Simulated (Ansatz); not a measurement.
# ZnSe (Stilleite) (F-43m) in Ansatz: settings compared

One crystal, ZnSe (Stilleite), is run at these levels: PBEsol+D3(BJ), PBEsol+D4, RPBE+D3(BJ), PBE; tasks: relaxation of cell and atoms, single point.

All numbers are computed with Ansatz 0.2.0; they aren't measurements. Logs are shortened: lines on timing, memory, paths and dates and some standing lists are left out, and cuts for length are marked.

**Experimental background.**

From “Alloy Disordering Effects on the Thermal Conductivity and Energy Gap Temperature Dependence of Cd1−xZnxSe Ternary Crystals Grown by the Bridgman Method”, 2023, pmc:10253836, for a bulk crystal of ZnSe at 300 K: band gap 2.695 ± 0.003 eV (an exciton energy, a little under the gap).

The results are compared with them further down.

### Step 1. The structure

It takes space group F-43m (No. 216, cubic). Conventional cell: a = 5.668 Å, b = 5.668 Å, c = 5.668 Å, α = 90.00°, β = 90.00°, γ = 90.00°. Se (site symmetry -43m) has 4 Zn at 2.45 Å as nearest neighbours. Zn (site symmetry -43m) is surrounded by 4 Se at 2.45 Å.

### Step 2. Relaxation of cell and atoms, PBEsol+D3(BJ)

The input, input.yaml:

```yaml
crystal:
  lattice:
    - [0.0, 2.8338, 2.8338]
    - [2.8338, 0.0, 2.8338]
    - [2.8338, 2.8338, 0.0]
  atoms:
    - { symbol: Se, position: [0.75, 0.75, 0.75] }
    - { symbol: Zn, position: [0.0, 0.0, 0.0] }
hamiltonian:
  xc: pbesol
  pseudopotentials: { kind: paw }
  dispersion: d3bj
kpoints:
  mp_grid: { grid: [8, 8, 8] }
scf:
  occupations: { method: fermi_dirac, width: 0.05 }
output:
  forces: true
  stress: true
relax:
  f_tol: 0.01
  max_steps: 40
  cell: { stress_tol: 0.05 }
```

Potentials or basis: Ansatz PAW.

On the command line:

```
$ ansatz run input.yaml --threads 2 --pin off --max-ram 5632MiB --backend cpu --events-out ev --progress --plain --runs-dir out
```

The log of the run:

```text
Warning: RAYON_NUM_THREADS=2 ignored (pool sized by the plan → 2); use --threads N
Engine: ansatz 0.2.0, x86_64-unknown-linux-gnu
Pseudopotentials: kind: paw
Pseudopotential: Se, paw, valence charge 16, recommended cutoff 420 eV (normal), Se.paw.azcp
Pseudopotential: Zn, paw, valence charge 12, recommended cutoff 420 eV (normal), Zn.paw.azcp
Functional definition: PBEsol
  exchange = pbesol_x
  correlation = pbesol_c
Crystal: 2 atoms, lattice volume = 45.513 Å³
Basis set: ecut = 420 eV, 893 PW (Γ), exchange–correlation on 54×54×54 points (8 copies of the dense FFT grid, shifted against one another)
Bands: 18, of which v1, the nominal top of the filled ones, is band 14 counted from 1 (13 counted from 0)
Symmetry: 24 space group operations
Space group: F-43m (ITA 216), of the structure as read, at distance tolerance 3.6e-5 Å
k-points: 29 of 512 (time reversal used)
Non-local potential: Se, projectors of the file, l = 0: 2, l = 1: 2, l = 2: 3, l = 3: 1
Non-local potential: Zn, projectors of the file, l = 0: 2, l = 1: 2, l = 2: 3, l = 3: 1
PAW form: soft (Blöchl's): semilocal exchange-correlation on the pseudo side does not see the compensation charge
PAW frozen core: Se, regenerated for the run's functional, and the local potential with it (the file was generated under x = pbe(κ = 0.804, μ = 0.2195149727645171), c = pbe(β = 0.06672455060314922))
PAW frozen core: Zn, regenerated for the run's functional, and the local potential with it (the file was generated under x = pbe(κ = 0.804, μ = 0.2195149727645171), c = pbe(β = 0.06672455060314922))
PAW one-centre angular grid: Se, 590 points (default); XC on 64 Gauss nodes
PAW one-centre angular grid: Zn, 590 points (default); XC on 64 Gauss nodes
Initial density: superposition of atomic densities (neutral atoms: chi_scale 0, normalization atom), corrected by the library's trained network
Initial wavefunctions: pseudopotential atomic-orbital guess
Functional: x = pbesol(κ = 0.804, μ = 0.12345679012345678), c = pbesol(β = 0.046)
SCF iter   1: F=—  HF=-8707.022955 eV  |F-HF|=—  |Δ(HF+E_count)|=         —  Δρ=3.87e-3  dr2=6.80e-3  ethr=1.77e-3  ⟨swp⟩=5.7  Hψ=2630  notcnv=0
preconditioner: auto → none  [insulator: Δε(μ)=1.137 eV  Ē_g=11.813 eV  σ=0.050 eV  W_gap=1.00  n_scr=14 (ndim 8)  ℏωp=23.4 eV  f_vac=0.121  D(μ)=0.00/eV (n_scr^D=0)  ε∞_Penn≈4.9]
SCF iter   2: F=—  HF=-8707.020592 eV  |F-HF|=—  |Δ(HF+E_count)|=   2.36e-3  Δρ=9.70e-4  dr2=2.61e-4  ethr=2.43e-5  ⟨swp⟩=2.0  Hψ=1122  notcnv=0
SCF iter   3: F=—  HF=-8707.020554 eV  |F-HF|=—  |Δ(HF+E_count)|=   3.70e-5  Δρ=7.85e-4  dr2=1.61e-4  ethr=9.33e-7  ⟨swp⟩=2.0  Hψ=754  notcnv=0
SCF iter   4: F=—  HF=-8707.020535 eV  |F-HF|=—  |Δ(HF+E_count)|=   1.90e-5  Δρ=2.43e-4  dr2=1.77e-5  ethr=5.76e-7  ⟨swp⟩=2.0  Hψ=711  notcnv=0
SCF iter   5: F=—  HF=-8707.020540 eV  |F-HF|=—  |Δ(HF+E_count)|=   4.12e-6  Δρ=5.46e-5  dr2=8.27e-7  ethr=6.33e-8  ⟨swp⟩=2.0  Hψ=613  notcnv=0
SCF iter   6: F=-8707.020540 eV  HF=-8707.020540 eV  |F-HF|=1.96e-8  |Δ(HF+E_count)|=   6.95e-7  Δρ=7.49e-6  dr2=1.73e-8  ethr=3.57e-10  ⟨swp⟩=4.0  Hψ=1857  notcnv=0
SCF 1 converged in 6 iterations: F = -8707.020540 eV  dr2 = 1.73e-8
relax step   1: F+E_penalty+E_count = -8707.02054031 eV  Δ(F+E_penalty+E_count) = +0.000e0 eV  max|allowed force component| = 1.180e-16 eV/Å  Δτ_max = 0.0000 Å  P = -3.103 GPa  Ω = 45.513 Å³  (6 SCF iters, dr2 threshold 1.00e-7 eV, accepted)
Crystal: 2 atoms, lattice volume = 43.837 Å³
Basis set: ecut = 420 eV, 869 PW (Γ), exchange–correlation on 54×54×54 points (8 copies of the dense FFT grid, shifted against one another)
Initial density: handed on by an earlier stage of this run
Initial wavefunctions: those handed on with the density
iter 1 solved again at ethr=2.64e-6 eV; its pass at ethr=3.10e-3 eV (dr2=7.38e-4 eV) is discarded
SCF iter   1: F=—  HF=-8707.042043 eV  |F-HF|=—  |Δ(HF+E_count)|=         —  Δρ=1.27e-3  dr2=7.40e-4  ethr=2.64e-6  ⟨swp⟩=2.6  Hψ=3263  notcnv=0
preconditioner: auto → none  [insulator: Δε(μ)=1.312 eV  Ē_g=12.049 eV  σ=0.050 eV  W_gap=1.00  n_scr=14 (ndim 8)  ℏωp=23.8 eV  f_vac=0.090  D(μ)=0.00/eV (n_scr^D=0)  ε∞_Penn≈4.9]
SCF iter   2: F=—  HF=-8707.041917 eV  |F-HF|=—  |Δ(HF+E_count)|=   1.26e-4  Δρ=7.71e-4  dr2=1.52e-4  ethr=2.64e-6  ⟨swp⟩=2.8  Hψ=785  notcnv=0
SCF iter   3: F=—  HF=-8707.041947 eV  |F-HF|=—  |Δ(HF+E_count)|=   3.09e-5  Δρ=4.49e-4  dr2=7.15e-5  ethr=5.44e-7  ⟨swp⟩=2.0  Hψ=754  notcnv=0
SCF iter   4: F=—  HF=-8707.041907 eV  |F-HF|=—  |Δ(HF+E_count)|=   4.03e-5  Δρ=9.58e-5  dr2=2.22e-6  ethr=2.55e-7  ⟨swp⟩=2.0  Hψ=754  notcnv=0
SCF iter   5: F=-8707.041907 eV  HF=-8707.041907 eV  |F-HF|=2.76e-8  |Δ(HF+E_count)|=   8.82e-8  Δρ=1.23e-5  dr2=7.14e-8  ethr=7.14e-10  ⟨swp⟩=3.3  Hψ=2158  notcnv=0
SCF 2 converged in 5 iterations: F = -8707.041907 eV  dr2 = 7.14e-8
relax step   2: F+E_penalty+E_count = -8707.04190723 eV  Δ(F+E_penalty+E_count) = -2.137e-2 eV  max|allowed force component| = 2.139e-17 eV/Å  Δτ_max = 0.0000 Å  P = -0.798 GPa  Ω = 43.837 Å³  energy of the carried Pulay correction = +5.313e-4 eV  (5 SCF iters, dr2 threshold 2.00e-7 eV, accepted)
Crystal: 2 atoms, lattice volume = 43.285 Å³
iter 1 solved again at ethr=3.48e-7 eV; its pass at ethr=3.10e-3 eV (dr2=9.74e-5 eV) is discarded
SCF iter   1: F=—  HF=-8707.043360 eV  |F-HF|=—  |Δ(HF+E_count)|=         —  Δρ=4.49e-4  dr2=8.41e-5  ethr=3.48e-7  ⟨swp⟩=2.9  Hψ=3108  notcnv=0
preconditioner: auto → none  [insulator: Δε(μ)=1.366 eV  Ē_g=12.106 eV  σ=0.050 eV  W_gap=1.00  n_scr=14 (ndim 8)  ℏωp=23.9 eV  f_vac=0.088  D(μ)=0.00/eV (n_scr^D=0)  ε∞_Penn≈4.9]
SCF iter   2: F=—  HF=-8707.043347 eV  |F-HF|=—  |Δ(HF+E_count)|=   1.35e-5  Δρ=2.59e-4  dr2=1.78e-5  ethr=3.00e-7  ⟨swp⟩=2.0  Hψ=762  notcnv=0
SCF iter   3: F=—  HF=-8707.043351 eV  |F-HF|=—  |Δ(HF+E_count)|=   4.51e-6  Δρ=1.53e-4  dr2=7.68e-6  ethr=6.35e-8  ⟨swp⟩=2.0  Hψ=756  notcnv=0
SCF iter   4: F=—  HF=-8707.043347 eV  |F-HF|=—  |Δ(HF+E_count)|=   4.28e-6  Δρ=3.15e-5  dr2=2.50e-7  ethr=2.74e-8  ⟨swp⟩=2.0  Hψ=754  notcnv=0
SCF iter   5: F=-8707.043347 eV  HF=-8707.043347 eV  |F-HF|=2.06e-10  |Δ(HF+E_count)|=   1.74e-9  Δρ=4.10e-6  dr2=6.14e-9  ethr=7.14e-10  ⟨swp⟩=4.0  Hψ=1726  notcnv=0
SCF 3 converged in 5 iterations: F = -8707.043347 eV  dr2 = 6.14e-9
relax step   3: F+E_penalty+E_count = -8707.04334722 eV  Δ(F+E_penalty+E_count) = -1.440e-3 eV  max|allowed force component| = 4.510e-17 eV/Å  Δτ_max = 0.0000 Å  P = +0.075 GPa  Ω = 43.285 Å³  energy of the carried Pulay correction = +7.106e-4 eV  (5 SCF iters, dr2 threshold 2.00e-7 eV, accepted)
Crystal: 2 atoms, lattice volume = 43.331 Å³
iter 1 solved again at ethr=2.66e-9 eV; its pass at ethr=3.10e-3 eV (dr2=7.46e-7 eV) is discarded
SCF iter   1: F=—  HF=-8707.043345 eV  |F-HF|=—  |Δ(HF+E_count)|=         —  Δρ=3.78e-5  dr2=6.24e-7  ethr=2.66e-9  ⟨swp⟩=2.7  Hψ=2948  notcnv=0
preconditioner: auto → none  [insulator: Δε(μ)=1.364 eV  Ē_g=12.097 eV  σ=0.050 eV  W_gap=1.00  n_scr=14 (ndim 8)  ℏωp=23.9 eV  f_vac=0.092  D(μ)=0.00/eV (n_scr^D=0)  ε∞_Penn≈4.9]
SCF iter   2: F=—  HF=-8707.043343 eV  |F-HF|=—  |Δ(HF+E_count)|=   2.05e-6  Δρ=2.16e-5  dr2=1.23e-7  ethr=2.23e-9  ⟨swp⟩=2.0  Hψ=752  notcnv=0
SCF iter   3: F=—  HF=-8707.043343 eV  |F-HF|=—  |Δ(HF+E_count)|=   1.66e-8  Δρ=1.26e-5  dr2=5.40e-8  ethr=4.39e-10  ⟨swp⟩=2.0  Hψ=754  notcnv=0
SCF iter   4: F=-8707.043343 eV  HF=-8707.043343 eV  |F-HF|=6.20e-10  |Δ(HF+E_count)|=   3.03e-8  Δρ=2.59e-6  dr2=1.63e-9  ethr=5.09e-11  ⟨swp⟩=3.0  Hψ=2151  notcnv=0
SCF 4 converged in 4 iterations: F = -8707.043343 eV  dr2 = 1.63e-9
relax step   4: F+E_penalty+E_count = -8707.04334321 eV  Δ(F+E_penalty+E_count) = +4.008e-6 eV  max|allowed force component| = 7.980e-17 eV/Å  Δτ_max = 0.0000 Å  P = +0.001 GPa  Ω = 43.331 Å³  energy of the carried Pulay correction = +6.957e-4 eV  (4 SCF iters, dr2 threshold 1.42e-8 eV, accepted)
Initial wavefunctions: pseudopotential atomic-orbital guess (no wavefunctions were taken with the density)
iter 1 solved again at ethr=7.13e-8 eV; its pass at ethr=3.10e-3 eV (dr2=2.00e-5 eV) is discarded
SCF iter   1: F=—  HF=-8707.042651 eV  |F-HF|=—  |Δ(HF+E_count)|=         —  Δρ=6.45e-5  dr2=4.42e-7  ethr=7.13e-8  ⟨swp⟩=3.0  Hψ=3995  notcnv=0
preconditioner: auto → none  [insulator: Δε(μ)=1.363 eV  Ē_g=12.097 eV  σ=0.050 eV  W_gap=1.00  n_scr=14 (ndim 8)  ℏωp=23.9 eV  f_vac=0.091  D(μ)=0.00/eV (n_scr^D=0)  ε∞_Penn≈4.9]
SCF iter   2: F=—  HF=-8707.042649 eV  |F-HF|=—  |Δ(HF+E_count)|=   1.77e-6  Δρ=8.47e-5  dr2=1.45e-6  ethr=1.58e-9  ⟨swp⟩=2.2  Hψ=939  notcnv=0
SCF iter   3: F=—  HF=-8707.042649 eV  |F-HF|=—  |Δ(HF+E_count)|=   6.57e-8  Δρ=2.06e-5  dr2=1.46e-7  ethr=1.58e-9  ⟨swp⟩=2.0  Hψ=757  notcnv=0
SCF iter   4: F=—  HF=-8707.042649 eV  |F-HF|=—  |Δ(HF+E_count)|=   1.31e-7  Δρ=4.86e-6  dr2=6.15e-9  ethr=5.21e-10  ⟨swp⟩=2.0  Hψ=754  notcnv=0
SCF iter   5: F=—  HF=-8707.042649 eV  |F-HF|=—  |Δ(HF+E_count)|=  9.75e-10  Δρ=1.38e-6  dr2=3.08e-10  ethr=2.20e-11  ⟨swp⟩=2.0  Hψ=928  notcnv=0
SCF iter   6: F=-8707.042649 eV  HF=-8707.042649 eV  |F-HF|=3.64e-12  |Δ(HF+E_count)|=  1.91e-10  Δρ=1.24e-7  dr2=1.90e-12  ethr=1.00e-12  ⟨swp⟩=4.8  Hψ=2719  notcnv=0
SCF 5 converged in 6 iterations: F = -8707.042649 eV  dr2 = 1.90e-12
relax step   5: F+E_penalty+E_count = -8707.04264913 eV  Δ(F+E_penalty+E_count) = +6.941e-4 eV  max|allowed force component| = 5.782e-17 eV/Å  Δτ_max = 0.0000 Å  P = -0.001 GPa  Ω = 43.331 Å³  stress off target by 8.06e-4 GPa  SCF on the basis re-selected at this cell (its energy is not comparable with the rows above)  (6 SCF iters)
basis re-selected at this cell: Δ(F+E_penalty+E_count) = +6.941e-4 eV, ΔP = -0.002 GPa vs the last step (what re-selecting the basis moved, of the pressure what is left beyond the Pulay correction that the steps carried, after the strain that the cell walked since its last selection, with what the two solves' SCF thresholds leave and, on support functions, any second-order correction that the steps lacked; it is no measure of the basis error at this ecutwfc). This SCF's stress stands 8.06e-4 GPa from its target on what of the cell is left free (relax.cell.stress_tol is 5.00e-2 GPa) and its largest allowed force component is 5.78e-17 eV/Å (relax.f_tol is 1.00e-2 eV/Å): within both
SCF converged after 6 iterations
Free energy (F): -8707.042649 eV
Harris-Foulkes:  -8707.042649 eV  (|F-HF|=3.64e-12)
Internal energy: -8707.042649 eV  (E = F + TS)
E sigma→0 (E₀):  -8707.042649 eV
Entropy (-TS):   -0.000000 eV (-0.000 meV/atom)
Fermi energy:    8.053494 eV
--- Per-component energies (eV) ---
  E_band       = -370.866805
  E_kinetic    = 251.216056
  E_local      = -4320.331184  (includes V_loc(G=0)·N_el)
  E_nonlocal   = 22.273748
  E_hartree    = 2002.445063
  E_xc         = -239.671203
  E_vxc        = -151.488134  (∫ρ·V_xc dr)
  E_paw        = -3658.303065  (= ΣΔE_a)
  E_vpaw       = -177.426465  (= ΣTr[D̂ρ^β])
  E_aug_tail   = -0.000974  (compensation charges beyond the density's cutoff)
  E_ewald      = -2765.879778
  E_disp       = -0.597117  (pairwise vdW)
  E_core_change = 1.805805  (= ΣΔE_core)
  E_smearing   = -0.000000  (= −TS)
  E_closure    = -0.000000  (closes the sum)
  Σ components = -8707.042649   (vs F -8707.042649, Δ=0.00e0)
--- Forces (eV/Å), atoms counted from 1 ---
  atom   1  Se     0.00000000    -0.00000000    -0.00000000
  atom   2  Zn    -0.00000000     0.00000000     0.00000000
  max |Σ_I F_I| component: 5.09e-17 eV/Å
--- Stress (GPa, compression-positive) ---
       -0.000806      -0.000000       0.000000
        0.000000      -0.000806       0.000000
        0.000000       0.000000      -0.000806
  P = ⅓ Tr σ = -0.0008 GPa (-0.008 kbar)
--- Relaxed structure (4 steps of the walk, 4 accepted, 1 SCFs on fresh bases) ---
  F+E_penalty+E_count = -8707.04264913 eV   max|allowed force component| = 5.782e-17 eV/Å   (the final SCF, on the basis selected at the relaxed cell)
  cell:  # Å, volume = 43.3307 Å³
    - [3.914634526458292e-34, 2.7877595749640482, 2.7877595749640482]
    - [2.7877595749640482, 3.729053824171623e-33, 2.7877595749640482]
    - [2.7877595749640482, 2.7877595749640482, 4.203560338654011e-33]
  atoms:
    - { symbol: Se, position: [0.7500000000000001, 0.7500000000000001, 0.7500000000000001] }
    - { symbol: Zn, position: [2.98045214092321e-34, -4.0565298735130616e-34, -3.3061072442069813e-34] }
```

It took 12 s on 2 threads of Intel Xeon at 2.70GHz, shared host; peak memory 0.38 GiB.

Results:

```yaml
Free_energy: -8707.0426 eV
Relaxed_volume: 21.67 Å³/atom
Relaxed_cell: a = 3.942 Å, b = 3.942 Å, c = 3.942 Å, α = 60.00°, β = 60.00°, γ = 60.00°
Space_group_after_relaxing_to_0.05_Å: F-43m (No. 216)
Energy_gained_by_relaxing: 11.1 meV/atom
Ionic_steps: 5
Pressure_after_relaxing: 0.0 GPa
Band_gap_on_the_k_mesh: 1.36 eV
```

The path:
```csv
step,energy change (eV),largest force (eV/Å),volume (Å³)
1,0.0000,0.0000,45.51
2,-0.0214,0.0000,43.84
3,-0.0228,0.0000,43.29
4,-0.0228,0.0000,43.33
5,-0.0221,0.0000,43.33
```

Final structure:
```
Se Zn
1.0
     0.00000    2.78776    2.78776
     2.78776    0.00000    2.78776
     2.78776    2.78776    0.00000
Se Zn
1 1
Direct
  0.75000 0.75000 0.75000
  0.00000 0.00000 0.00000
```

Caveat: the plane-wave basis is chosen anew once the cell has moved, so the energies of steps on either side of that aren't comparable; the PAW data sets come from PBE, with cores solved anew for the run's functional, which leaves a small shift of forces and pressure. A k mesh can miss the band edges.

(Continued in part 2 of 2.)
